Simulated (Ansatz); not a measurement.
A crystal relaxed with r2SCAN in Ansatz 0.2.0 has space group Pm-3m (No. 221) and a = 3.976 Å.

```tsv
atom	site	x	y	z
Xx	1a	0.0000	0.0000	0.0000
Br	1b	0.5000	0.5000	0.5000
```

With r2SCAN the valence top lies at M and the conduction bottom at Γ, 4.77 eV higher; the smallest vertical gap, at Γ, is 5.05 eV. The HSE06 gap is indirect, 5.19 eV (M to Γ), below the direct gap of 5.49 eV at Γ. With PBE the valence top lies at M and the conduction bottom at Γ, 4.02 eV higher; the smallest vertical gap, at Γ, is 4.30 eV. Meshes: r2SCAN 6×6×6, HSE06 4×4×4, PBE 6×6×6. r2SCAN's ε∞ is 2.7 in all directions.

Question: Which element is Xx?
A. K
B. Cs
C. Na
D. Li

Answer: A. Xx is K: a 2-atom cell of KBr (Pm-3m) from a materials database. K has 8 Br at 3.44 Å; Br has 8 K at 3.44 Å.

Calculated for a static, non-magnetic cell.

Spin-orbit coupling is left out.

The meshes of the hybrids are coarse, so their gaps aren't converged to the digits shown.
